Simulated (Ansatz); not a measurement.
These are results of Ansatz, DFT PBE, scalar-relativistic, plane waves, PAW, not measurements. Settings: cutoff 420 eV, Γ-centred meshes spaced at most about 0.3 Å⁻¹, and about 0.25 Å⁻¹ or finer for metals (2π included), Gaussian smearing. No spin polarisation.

Temperature and zero-point effects are left out.

Two forms of AlIn₃As₄ were relaxed alike.

A.

Space group P-4m2 (No. 115). a = 4.286 Å, b = 4.286 Å, c = 12.159 Å, α = 90.00°, β = 90.00°, γ = 90.00°
| atom | site | symmetry | x | y | z |
| --- | --- | --- | --- | --- | --- |
| Al | 1c | -4m2 | 0.5000 | 0.5000 | 0.5000 |
| In | 2e | 2mm. | 0.0000 | 0.0000 | 0.7405 |
| In | 1b | -4m2 | 0.5000 | 0.5000 | 0.0000 |
| As | 2g | 2mm. | 0.5000 | 0.0000 | 0.1298 |
| As | 2g | 2mm. | 0.0000 | 0.5000 | 0.3906 |

B.

Space group P-43m (No. 215). a = 6.064 Å, b = 6.064 Å, c = 6.064 Å, α = 90.00°, β = 90.00°, γ = 90.00°
```csv
atom,site,symmetry,x,y,z
Al,1b,-43m,0.5000,0.5000,0.5000
In,3d,-42.m,0.0000,0.0000,0.5000
As,4e,.3m,0.2610,0.2610,0.2610
```

Question: Which arrangement of the elements on these sites is preferred, and by what margin?

Answer: They are level within the accuracy (3 meV/atom apart, with B the lower in these runs). The two share one framework of sites and differ in which element sits where. A has Al and In ordered on zinc blende sites, space group P-4m2 (No. 115), 27.9 Å³/atom and no gap on its mesh; B has Al and In ordered on zinc blende sites, space group P-43m (No. 215), 27.9 Å³/atom and no gap. Counting As atoms around Al and In (those within 1.25 times the shortest such distance or 1.15 times the sum of covalent radii), A and B both have Al 4, In 4. Both come from invented guesses. Shaken at random and relaxed again, B came back.

For metals, differences of a few meV/atom aren't resolved. The zero gap of P-4m2, P-43m may come from the functional, which often closes small gaps. Cells without such a test can be saddle points.
